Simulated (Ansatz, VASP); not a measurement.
# SnC214: VASP beside Ansatz

Wanted: the spread between two codes on one cell, functional and k mesh. The cell is taken from a series of runs on this material, whose earlier steps may have relaxed, scaled, displaced or heated it; both programs get it as it stands.

Main program and level: Ansatz 0.2.0; plane waves, with VASP 6.6.1 beside it; single point at PBEsol.

## 1. Set-up

The cell holds 215 atoms: 214 C and 1 Sn. Its edges and angles: a = 10.661 Å, b = 10.661 Å, c = 10.661 Å, α = 90.0°, β = 90.0°, γ = 90.0°. It derives from C (C (Fd-3m)). Nearest the centre at fractional (0.458, 0.458, 0.542): Sn215 at 0.00 Å, C108 at 2.09 Å, C110 at 2.09 Å, C109 at 2.09 Å, C105 at 2.09 Å, C112 at 2.09 Å, C113 at 2.09 Å, C137 at 2.69 Å. The cell carries charge −1.

## 2. Ansatz: single point, PBEsol

Ansatz runs on its default PAW (the set named soft_2) files.

A single point gives forces, pressure and levels at one fixed geometry, so differences don't come from the geometry; what else differs is listed under the comparison.

The input, input.yaml:

```yaml
crystal:
  lattice:
    - [10.66142552, 0.0, 0.0]
    - [0.0, 10.66142552, 0.0]
    - [0.0, 0.0, 10.66142552]
  atoms:
    - { symbol: C, position: [-0.000207102, -0.000207102, 0.16649309] }
    - { symbol: C, position: [0.000423653, 0.166671488, -0.000423653] }
    - { symbol: C, position: [0.166671488, 0.000423653, -0.000423653] }
    - { symbol: C, position: [0.166449017, 0.166449017, 0.16556012] }
    - { symbol: C, position: [0.08320471, 0.08320471, 0.249420015] }
    - { symbol: C, position: [0.083477479, 0.249991953, 0.082457921] }
    - { symbol: C, position: [0.249991953, 0.083477479, 0.082457921] }
    - { symbol: C, position: [0.249380172, 0.249380172, 0.248421128] }
    - { symbol: C, position: [-0.000146882, -0.000146882, 0.499819044] }
    - { symbol: C, position: [-0.000188934, 0.166058291, 0.332792627] }
    - { symbol: C, position: [0.166058291, -0.000188934, 0.332792627] }
    - { symbol: C, position: [0.16603377, 0.16603377, 0.499318881] }
    - { symbol: C, position: [0.083294702, 0.083294702, 0.582800157] }
    - { symbol: C, position: [0.082645959, 0.249665162, 0.415693586] }
    - { symbol: C, position: [0.249665162, 0.082645959, 0.415693586] }
    - { symbol: C, position: [0.25088823, 0.25088823, 0.580648215] }
    - { symbol: C, position: [0.000423653, 0.000423653, 0.833328512] }
    - { symbol: C, position: [0.000882316, 0.166986327, 0.666428697] }
    - { symbol: C, position: [0.166986327, 0.000882316, 0.666428697] }
    - { symbol: C, position: [0.167507195, 0.167507195, 0.832492805] }
    - { symbol: C, position: [0.083841162, 0.083841162, 0.916158838] }
    - { symbol: C, position: [0.084669893, 0.250869193, 0.749130807] }
    - { symbol: C, position: [0.250869193, 0.084669893, 0.749130807] }
    - { symbol: C, position: [0.250869193, 0.250869193, 0.915330107] }
    - { symbol: C, position: [-0.000547062, 0.333083923, 0.165582131] }
    - { symbol: C, position: [-0.000146882, 0.500180956, 0.000146882] }
    - { symbol: C, position: [0.166986327, 0.333571303, -0.000882316] }
    - { symbol: C, position: [0.164717062, 0.500201022, 0.16478373] }
    - { symbol: C, position: [0.081449075, 0.416464126, 0.248051885] }
    - { symbol: C, position: [0.082247328, 0.583581338, 0.082787638] }
    - { symbol: C, position: [0.249650891, 0.416780793, 0.082561764] }
    - { symbol: C, position: [0.246755974, 0.583485565, 0.24692381] }
    - { symbol: C, position: [9.6499e-05, 0.333235242, 0.499686364] }
    - { symbol: C, position: [-0.000772414, 0.499884482, 0.332985761] }
    - { symbol: C, position: [0.163589008, 0.333179383, 0.330090738] }
    - { symbol: C, position: [0.165748724, 0.500413569, 0.499586431] }
    - { symbol: C, position: [0.083496165, 0.417120282, 0.582879718] }
    - { symbol: C, position: [0.082481596, 0.583611759, 0.416388241] }
    - { symbol: C, position: [0.24584462, 0.415246182, 0.411808092] }
    - { symbol: C, position: [0.24584462, 0.588191908, 0.584753818] }
    - { symbol: C, position: [0.000882316, 0.333571303, 0.833013673] }
    - { symbol: C, position: [9.6499e-05, 0.500313636, 0.666764758] }
    - { symbol: C, position: [0.168237392, 0.334806657, 0.665193343] }
    - { symbol: C, position: [0.16603377, 0.500681119, 0.83396623] }
    - { symbol: C, position: [0.083294702, 0.417199843, 0.916705298] }
    - { symbol: C, position: [0.082645959, 0.584306414, 0.750334838] }
    - { symbol: C, position: [0.25088823, 0.419351785, 0.74911177] }
    - { symbol: C, position: [0.249665162, 0.584306414, 0.917354041] }
    - { symbol: C, position: [-0.000876823, 0.666673288, 0.166812198] }
    - { symbol: C, position: [-0.000207102, 0.83350691, 0.000207102] }
    - { symbol: C, position: [0.166058291, 0.667207373, 0.000188934] }
    - { symbol: C, position: [0.166085228, 0.833460537, 0.166539463] }
    - { symbol: C, position: [0.082225398, 0.750216116, 0.249783884] }
    - { symbol: C, position: [0.083158302, 0.916872327, 0.083127673] }
    - { symbol: C, position: [0.249457839, 0.750606938, 0.083145705] }
    - { symbol: C, position: [0.249457839, 0.916854295, 0.249393062] }
    - { symbol: C, position: [-0.000772414, 0.667014239, 0.500115518] }
    - { symbol: C, position: [-0.000876823, 0.833187802, 0.333326712] }
    - { symbol: C, position: [0.165086659, 0.667284757, 0.332715243] }
    - { symbol: C, position: [0.164717062, 0.83521627, 0.499798978] }
    - { symbol: C, position: [0.081449075, 0.751948115, 0.583535874] }
    - { symbol: C, position: [0.082247328, 0.917212362, 0.416418662] }
    - { symbol: C, position: [0.246755974, 0.75307619, 0.416514435] }
    - { symbol: C, position: [0.249650891, 0.917438236, 0.583219207] }
    - { symbol: C, position: [-0.000188934, 0.667207373, 0.833941709] }
    - { symbol: C, position: [-0.000547062, 0.834417869, 0.666916077] }
    - { symbol: C, position: [0.163589008, 0.669909262, 0.666820617] }
    - { symbol: C, position: [0.166449017, 0.83443988, 0.833550983] }
[... 15 lines left out ...]
    - { symbol: C, position: [0.499884482, -0.000772414, 0.332985761] }
    - { symbol: C, position: [0.500413569, 0.165748724, 0.499586431] }
    - { symbol: C, position: [0.417120282, 0.083496165, 0.582879718] }
    - { symbol: C, position: [0.415246182, 0.24584462, 0.411808092] }
    - { symbol: C, position: [0.583611759, 0.082481596, 0.416388241] }
    - { symbol: C, position: [0.588191908, 0.24584462, 0.584753818] }
    - { symbol: C, position: [0.333571303, 0.000882316, 0.833013673] }
    - { symbol: C, position: [0.334806657, 0.168237392, 0.665193343] }
    - { symbol: C, position: [0.500313636, 9.6499e-05, 0.666764758] }
    - { symbol: C, position: [0.500681119, 0.16603377, 0.83396623] }
    - { symbol: C, position: [0.417199843, 0.083294702, 0.916705298] }
    - { symbol: C, position: [0.419351785, 0.25088823, 0.74911177] }
    - { symbol: C, position: [0.584306414, 0.082645959, 0.750334838] }
    - { symbol: C, position: [0.584306414, 0.249665162, 0.917354041] }
    - { symbol: C, position: [0.33305339, 0.33305339, 0.165815549] }
    - { symbol: C, position: [0.333235242, 0.500313636, -9.6499e-05] }
    - { symbol: C, position: [0.500313636, 0.333235242, -9.6499e-05] }
    - { symbol: C, position: [0.499545196, 0.499545196, 0.166830941] }
    - { symbol: C, position: [0.41625173, 0.41625173, 0.249082346] }
    - { symbol: C, position: [0.416351713, 0.583430092, 0.08343093] }
    - { symbol: C, position: [0.583430092, 0.416351713, 0.08343093] }
    - { symbol: C, position: [0.581859018, 0.581859018, 0.251571967] }
    - { symbol: C, position: [0.325454928, 0.325454928, 0.48647376] }
    - { symbol: C, position: [0.328474236, 0.501418841, 0.329179116] }
    - { symbol: C, position: [0.501418841, 0.328474236, 0.329179116] }
    - { symbol: Sn, position: [0.458330408, 0.458330408, 0.541669592] }
    - { symbol: C, position: [0.403139835, 0.591210086, 0.408789914] }
    - { symbol: C, position: [0.591210086, 0.403139835, 0.408789914] }
    - { symbol: C, position: [0.591210086, 0.591210086, 0.596860165] }
    - { symbol: C, position: [0.334806657, 0.334806657, 0.831762608] }
    - { symbol: C, position: [0.325454928, 0.51352624, 0.674545072] }
    - { symbol: C, position: [0.51352624, 0.325454928, 0.674545072] }
    - { symbol: C, position: [0.500413569, 0.500413569, 0.834251276] }
    - { symbol: C, position: [0.417120282, 0.417120282, 0.916503835] }
    - { symbol: C, position: [0.415246182, 0.588191908, 0.75415538] }
    - { symbol: C, position: [0.588191908, 0.415246182, 0.75415538] }
    - { symbol: C, position: [0.583611759, 0.583611759, 0.917518404] }
    - { symbol: C, position: [0.332358935, 0.666999845, 0.165980784] }
    - { symbol: C, position: [0.333083923, 0.834417869, 0.000547062] }
    - { symbol: C, position: [0.499884482, 0.667014239, 0.000772414] }
    - { symbol: C, position: [0.499465506, 0.833370574, 0.166629426] }
    - { symbol: C, position: [0.415984268, 0.750631265, 0.249368735] }
    - { symbol: C, position: [0.416484334, 0.916812129, 0.083187871] }
    - { symbol: C, position: [0.583093978, 0.749678989, 0.084216804] }
    - { symbol: C, position: [0.583093978, 0.915783196, 0.250321011] }
    - { symbol: C, position: [0.328474236, 0.670820884, 0.498581159] }
    - { symbol: C, position: [0.332358935, 0.834019216, 0.333000155] }
    - { symbol: C, position: [0.497313903, 0.665776684, 0.334223316] }
    - { symbol: C, position: [0.499545196, 0.833169059, 0.500454804] }
    - { symbol: C, position: [0.41625173, 0.750917654, 0.58374827] }
    - { symbol: C, position: [0.416351713, 0.91656907, 0.416569908] }
    - { symbol: C, position: [0.581859018, 0.748428033, 0.418140982] }
    - { symbol: C, position: [0.583430092, 0.91656907, 0.583648287] }
    - { symbol: C, position: [0.333179383, 0.669909262, 0.836410992] }
    - { symbol: C, position: [0.33305339, 0.834184451, 0.66694661] }
    - { symbol: C, position: [0.501418841, 0.670820884, 0.671525764] }
    - { symbol: C, position: [0.500201022, 0.83521627, 0.835282938] }
    - { symbol: C, position: [0.416464126, 0.751948115, 0.918550925] }
    - { symbol: C, position: [0.416780793, 0.917438236, 0.750349109] }
    - { symbol: C, position: [0.583485565, 0.75307619, 0.753244026] }
    - { symbol: C, position: [0.583581338, 0.917212362, 0.917752672] }
    - { symbol: C, position: [0.666673288, -0.000876823, 0.166812198] }
    - { symbol: C, position: [0.667207373, 0.166058291, 0.000188934] }
    - { symbol: C, position: [0.83350691, -0.000207102, 0.000207102] }
    - { symbol: C, position: [0.833460537, 0.166085228, 0.166539463] }
    - { symbol: C, position: [0.750216116, 0.082225398, 0.249783884] }
    - { symbol: C, position: [0.750606938, 0.249457839, 0.083145705] }
    - { symbol: C, position: [0.916872327, 0.083158302, 0.083127673] }
    - { symbol: C, position: [0.916854295, 0.249457839, 0.249393062] }
    - { symbol: C, position: [0.667014239, -0.000772414, 0.500115518] }
    - { symbol: C, position: [0.667284757, 0.165086659, 0.332715243] }
    - { symbol: C, position: [0.833187802, -0.000876823, 0.333326712] }
    - { symbol: C, position: [0.83521627, 0.164717062, 0.499798978] }
    - { symbol: C, position: [0.751948115, 0.081449075, 0.583535874] }
    - { symbol: C, position: [0.75307619, 0.246755974, 0.416514435] }
    - { symbol: C, position: [0.917212362, 0.082247328, 0.416418662] }
    - { symbol: C, position: [0.917438236, 0.249650891, 0.583219207] }
    - { symbol: C, position: [0.667207373, -0.000188934, 0.833941709] }
    - { symbol: C, position: [0.669909262, 0.163589008, 0.666820617] }
    - { symbol: C, position: [0.834417869, -0.000547062, 0.666916077] }
    - { symbol: C, position: [0.83443988, 0.166449017, 0.833550983] }
    - { symbol: C, position: [0.750579985, 0.08320471, 0.91679529] }
    - { symbol: C, position: [0.751578872, 0.249380172, 0.750619828] }
    - { symbol: C, position: [0.917542079, 0.083477479, 0.750008047] }
    - { symbol: C, position: [0.917542079, 0.249991953, 0.916522521] }
    - { symbol: C, position: [0.666999845, 0.332358935, 0.165980784] }
    - { symbol: C, position: [0.667014239, 0.499884482, 0.000772414] }
    - { symbol: C, position: [0.834417869, 0.333083923, 0.000547062] }
    - { symbol: C, position: [0.833370574, 0.499465506, 0.166629426] }
    - { symbol: C, position: [0.750631265, 0.415984268, 0.249368735] }
    - { symbol: C, position: [0.749678989, 0.583093978, 0.084216804] }
    - { symbol: C, position: [0.916812129, 0.416484334, 0.083187871] }
    - { symbol: C, position: [0.915783196, 0.583093978, 0.250321011] }
    - { symbol: C, position: [0.670820884, 0.328474236, 0.498581159] }
    - { symbol: C, position: [0.665776684, 0.497313903, 0.334223316] }
    - { symbol: C, position: [0.834019216, 0.332358935, 0.333000155] }
    - { symbol: C, position: [0.833169059, 0.499545196, 0.500454804] }
    - { symbol: C, position: [0.750917654, 0.41625173, 0.58374827] }
    - { symbol: C, position: [0.748428033, 0.581859018, 0.418140982] }
    - { symbol: C, position: [0.91656907, 0.416351713, 0.416569908] }
    - { symbol: C, position: [0.91656907, 0.583430092, 0.583648287] }
    - { symbol: C, position: [0.669909262, 0.333179383, 0.836410992] }
    - { symbol: C, position: [0.670820884, 0.501418841, 0.671525764] }
    - { symbol: C, position: [0.834184451, 0.33305339, 0.66694661] }
    - { symbol: C, position: [0.83521627, 0.500201022, 0.835282938] }
    - { symbol: C, position: [0.751948115, 0.416464126, 0.918550925] }
    - { symbol: C, position: [0.75307619, 0.583485565, 0.753244026] }
    - { symbol: C, position: [0.917438236, 0.416780793, 0.750349109] }
    - { symbol: C, position: [0.917212362, 0.583581338, 0.917752672] }
    - { symbol: C, position: [0.665796284, 0.665796284, 0.168004433] }
    - { symbol: C, position: [0.666673288, 0.833187802, 0.000876823] }
    - { symbol: C, position: [0.833187802, 0.666673288, 0.000876823] }
    - { symbol: C, position: [0.832824159, 0.832824159, 0.167175841] }
    - { symbol: C, position: [0.749158297, 0.749158297, 0.250841703] }
    - { symbol: C, position: [0.749993766, 0.916241574, 0.083758426] }
    - { symbol: C, position: [0.916241574, 0.749993766, 0.083758426] }
    - { symbol: C, position: [0.916241574, 0.916241574, 0.250006234] }
    - { symbol: C, position: [0.665776684, 0.665776684, 0.502686097] }
    - { symbol: C, position: [0.665796284, 0.831995567, 0.334203716] }
    - { symbol: C, position: [0.831995567, 0.665796284, 0.334203716] }
    - { symbol: C, position: [0.833370574, 0.833370574, 0.500534494] }
    - { symbol: C, position: [0.750631265, 0.750631265, 0.584015732] }
    - { symbol: C, position: [0.749678989, 0.915783196, 0.416906022] }
    - { symbol: C, position: [0.915783196, 0.749678989, 0.416906022] }
    - { symbol: C, position: [0.916812129, 0.916812129, 0.583515666] }
    - { symbol: C, position: [0.667284757, 0.667284757, 0.834913341] }
    - { symbol: C, position: [0.666999845, 0.834019216, 0.667641065] }
    - { symbol: C, position: [0.834019216, 0.666999845, 0.667641065] }
    - { symbol: C, position: [0.833460537, 0.833460537, 0.833914772] }
    - { symbol: C, position: [0.750216116, 0.750216116, 0.917774602] }
    - { symbol: C, position: [0.750606938, 0.916854295, 0.750542161] }
    - { symbol: C, position: [0.916854295, 0.750606938, 0.750542161] }
    - { symbol: C, position: [0.916872327, 0.916872327, 0.916841698] }
total_charge: -1
basis:
  ecutwfc: 420
  xc_grid: 2
hamiltonian:
  xc: pbesol
kpoints:
  mp_grid: { grid: [1, 1, 1] }
magnetization:
  spin_polarized: true
  initial_magnetization: 1
  spin_locking: { lock_magnetization: hard }
scf:
  occupations: { method: fermi_dirac, width: 0.01 }
  max_iter: 120
  n_extra_bands: 20
  lower_state_search: "off"
output:
  forces: true
  eigenvalues: true
  eigenstates: { localisation: true }
checkpoint:
  read: "../relax.run"
  write: "../ground.run"
  compress: false
  write_wavefunctions: true
  write_every: 100000
```

Command:

```console
ansatz run input.yaml --threads 32 --pin off --max-ram 84787MiB --backend cuda --events-out ev --progress --plain --runs-dir out --max-vram 78GiB
```

Numbers of over 12 decimals in the logs are rounded to 6 here.

The log of the run:

```text
Warning: the atoms were moved onto the symmetric positions of the space group found under crystal.symmetry.tolerance 1.0e-5 (fractional; no operation is sought that the atoms, as they stand in a round, miss by more than twice it, and no atom is moved by as much as it), and the run uses the moved positions. Before a round's move an operation carried an atom to 8.27e-5 Å from where it should land, the largest such dist
Warning: the band count 456 (scf.n_extra_bands) hosts the net moment |M| = 1.0000 μB (N_el = 871) but caps the reachable moment at 2·n_bands − N_el = 41.0000 μB, below the 651 bands that the automatic rule leaves for it — a moment growing past the seed, or the majority channel's smearing tail, pins there with fewer empty majority states than that count leaves; raise or omit scf.n_extra_bands unless the cap is intende
Warning: checkpoint.read: the run can stay near the saved state's solution: 1 site(s) moved relative to the saved geometry (max |Δs| = 2.925e-6 fractional); the SCF starts from the saved state under `checkpoint.density_extrapolation: transplant`, in force with no word given; its orbitals are not used off its sites. A run without `checkpoint.read` takes nothing of the state. A lower free energy from it at the same pos
scf.n_extra_bands = 20 over 436 filled bands (N_el = 871.0): the run solves 456 bands
Engine: ansatz 0.2.0, aarch64-unknown-linux-gnu
Pseudopotentials: kind: paw
Pseudopotential: C, paw, valence charge 4, recommended cutoff 420 eV (normal), C.paw.azcp
Pseudopotential: Sn, paw, valence charge 14, recommended cutoff 420 eV (normal), Sn.paw.azcp
Functional definition: PBEsol
  exchange = pbesol_x
  correlation = pbesol_c
device memory: the entry about to start is reckoned to put 7.8 GiB on a device that reports 113.8 GiB free (of which the cap on the GPU budget leaves the run 78.0 GiB)
GPU FFT provider: cuFFT
GPU libraries: cuBLAS 13.8.1, cuFFT 12.4.0, cuSOLVER 12.3.2
GPU matrix products: emulated (plane waves: as basis.precision tells), large ones in fixed point in workspaces of 1.00 GiB
Crystal: 215 atoms, lattice volume = 1211.842 Å³
Basis set: ecut = 420 eV, 23703 PW (Γ), exchange–correlation on 144×144×144 points (8 copies of the dense FFT grid, shifted against one another)
Bands: 456, of which v1, the nominal top of the filled ones, is band 436 counted from 1 (435 counted from 0)
Symmetry: 12 space group operations
Space group: R-3m (ITA 166), of the structure as read, at distance tolerance 1.1e-4 Å
Magnetic group: BNS 166.97 (UNI 1327), of the structure as read, at distance tolerance 1.1e-4 Å
k-points: 1
Non-local potential: C, projectors of the file, l = 0: 2, l = 1: 2, l = 2: 1
Non-local potential: Sn, projectors of the file, l = 0: 2, l = 1: 2, l = 2: 2, l = 3: 2
[...]
preconditioner: auto → Kerker (q_TF=auto, 2.582 Å⁻¹)  [metal: Δε(μ)=0.000 eV  Ē_g=13.697 eV  σ=0.010 eV  W_gap=0.00  n_scr=364 (ndim 8)  ℏωp=31.5 eV  f_vac=0.000  D(μ)=50.00/eV (n_scr^D=436)]
spin=Collinear: Kerker preconditioning applied to the charge; magnetization (m = ρ↑ − ρ↓) channel mixes plain (no charge-response kernel on spin).
SCF iter   2: F=—  HF=-58709.564156 eV  |Δ(HF+E_count)|=   1.02e-3  Δρ=3.64e-7 (↑3.64e-7 ↓3.63e-7)  dr2=5.99e-8  dr2_m=3.44e-10  M=1.000 μB ∫|m|=1.102 μB  Hψ=5364
SCF iter   3: F=-58709.564156 eV  HF=-58709.564156 eV  |Δ(HF+E_count)|=   4.89e-9  Δρ=2.23e-7 (↑2.23e-7 ↓2.23e-7)  dr2=3.41e-8  dr2_m=1.76e-11  M=1.000 μB ∫|m|=1.102 μB  Hψ=1927
SCF 1 converged in 3 iterations: F = -58709.564156 eV  dr2 = 3.41e-8
[...]
SCF converged after 3 iterations
Magnetization: 1.0000 μB (436.0000 up, 435.0000 down)
Absolute magnetization: 1.1082 μB (∫|ρ↑−ρ↓|, with the PAW one-centre terms)
Spin contamination: 0.0012 ħ² per cell (⟨S²⟩ above its minimum at these occupations)
Per-site moments (μB) at R_I (Å): [(0.000352588, 0.633890), (0.000161933, 0.632885), (0.000161933, 0.632885), (0.000522353, 0.631533), (0.000226333, 0.633811), (5.265667696024181e-5, 0.632885), (5.265667696021335e-5, 0.632885), (-0.000128323, 0.631533), (0.000929112
Free energy (F): -58709.564156 eV
Harris-Foulkes:  -58709.564156 eV  (|F-HF|=3.27e-8)
Internal energy: -58709.550293 eV  (E = F + TS)
E sigma→0 (E₀):  -58709.557225 eV
Entropy (-TS):   -0.013863 eV (-0.064 meV/atom)
Fermi energy:    15.392031 (↑ 16.405554, ↓ 15.392031) eV
--- Per-component energies (eV) ---
  E_band       = 3878.454522
  E_kinetic    = 20032.608929
  E_local      = -13575.562798  (includes V_loc(G=0)·N_el)
  E_nonlocal   = 5709.048599
  E_hartree    = 3293.364291
  E_xc         = -10773.652831
  E_vxc        = -13043.101041  (∫ρ·V_xc dr)
  E_paw        = -24485.456443  (= ΣΔE_a)
  E_vpaw       = -1831.271176  (= ΣTr[D̂ρ^β])
  E_aug_tail   = 0.001851  (compensation charges beyond the density's cutoff)
  E_ewald      = -38914.702239
  E_core_change = 4.800348  (= ΣΔE_core)
  E_smearing   = -0.013863  (= −TS)
  E_closure    = -0.000000  (closes the sum)
  E_deformation_potential = -21.963855  (in the stress; not in F)
  Σ components = -58709.564156   (vs F -58709.564156, Δ=0.00e0)
--- Forces (eV/Å), atoms counted from 1 ---
  atom   1  C      0.00025253     0.00025253    -0.00038811
  atom   2  C      0.00004995    -0.00031259    -0.00004995
  atom   3  C     -0.00031259     0.00004995    -0.00004995
  atom   4  C     -0.00024180    -0.00024180     0.00000013
  atom   5  C     -0.00015309    -0.00015309    -0.00015341
  atom   6  C     -0.00020467    -0.00028772    -0.00004746
  [... 209 more lines of this table ...]
  max |Σ_I F_I| component: 1.24e-17 eV/Å
--- Band table (eV) ---
  k-point 0 ↑: bands = ["-8.1023", "-7.1138", "-7.1138", "-7.1014", "-7.1014", "-7.0230", "-6.9193", "-6.5981", "-6.5981", "-6.2531", "-6.2531", "-6.1451", "-6.1194", "-6.0779", "-6.0779", "-6.0565", 
  k-point 0 ↓: bands = ["-8.0989", "-7.1117", "-7.1117", "-7.0967", "-7.0967", "-7.0201", "-6.9123", "-6.5571", "-6.5571", "-6.2388", "-6.2388", "-6.1372", "-6.1166", "-6.0757", "-6.0757", "-6.0519",
```

(Continued in part 2 of 2.)

[Lines on the potential files, build, host, timing and source positions are cut from VASP's logs without a mark.]

[Logs are printed without paths, hosts, clocks, repeated set-up lines and the standing remarks that a program may print on its own settings, such as how far it seeks lower states.]

[Hosts, paths, dates, database ids (printed as entryN), source tags and the programs' standing remarks are cut or masked in the printed files.]
